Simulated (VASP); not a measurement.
The system is Cs2AgBiBr6.

```
CELL_PARAMETERS angstrom
0.00000 5.61610 5.61610
5.61610 0.00000 5.61610
5.61610 5.61610 0.00000
ATOMIC_POSITIONS crystal
Bi 0.00000 0.00000 0.00000
Cs 0.75000 0.75000 0.75000
Cs 0.25000 0.25000 0.25000
Ag 0.50000 0.50000 0.50000
Br 0.74945 0.74945 0.25055
Br 0.25055 0.25055 0.74945
Br 0.74945 0.25055 0.25055
Br 0.74945 0.25055 0.74945
Br 0.25055 0.74945 0.74945
Br 0.25055 0.74945 0.25055
```

* Program: VASP 6.6.1
* Task: relaxation of cell and atoms
* Functional: PBE
* Potentials or basis: VASP PAW PBE potentials, release 64 (Bi_d, Cs_sv, Ag, Br)
* Cutoff: 600 eV
* k mesh: 3 × 3 × 3
* Occupations: fermi-dirac, width 0.05 eV
* Spin: no spin polarisation

At the start: pressure 1.9 GPa; volume 35.43 Å³/atom.

**Question.** Where does the relaxation end?

**Answer.** Over 6 steps the energy falls by 13.7 meV/atom and the volume is 37.75 Å³/atom (+6.5 %); space group Fm-3m (No. 225, to 0.05 Å).

The path:
| step | energy change (eV) | largest force (eV/Å) | pressure (GPa) | volume (Å³) |
| --- | --- | --- | --- | --- |
| 1 | 0.0000 | 0.2916 | 1.87 | 354.27 |
| 2 | -0.1363 | 0.0226 | 0.10 | 375.87 |
| 3 | -0.1366 | 0.0363 | 0.02 | 376.99 |
| 4 | -0.1366 | 0.0306 | 0.05 | 376.53 |
| 5 | -0.1369 | 0.0200 | 0.04 | 376.84 |
| 6 | -0.1372 | 0.0007 | 0.03 | 377.46 |

Final structure:
```yaml
crystal:
  lattice:
    - [0.00000, 5.73606, 5.73606]
    - [5.73606, 0.00000, 5.73606]
    - [5.73606, 5.73606, 0.00000]
  atoms:
    - { symbol: Bi, position: [0.00000, 0.00000, 0.00000] }
    - { symbol: Cs, position: [0.75000, 0.75000, 0.75000] }
    - { symbol: Cs, position: [0.25000, 0.25000, 0.25000] }
    - { symbol: Ag, position: [0.50000, 0.50000, 0.50000] }
    - { symbol: Br, position: [0.74860, 0.74860, 0.25140] }
    - { symbol: Br, position: [0.25140, 0.25140, 0.74860] }
    - { symbol: Br, position: [0.74860, 0.25140, 0.25140] }
    - { symbol: Br, position: [0.74860, 0.25140, 0.74860] }
    - { symbol: Br, position: [0.25140, 0.74860, 0.74860] }
    - { symbol: Br, position: [0.25140, 0.74860, 0.25140] }
```
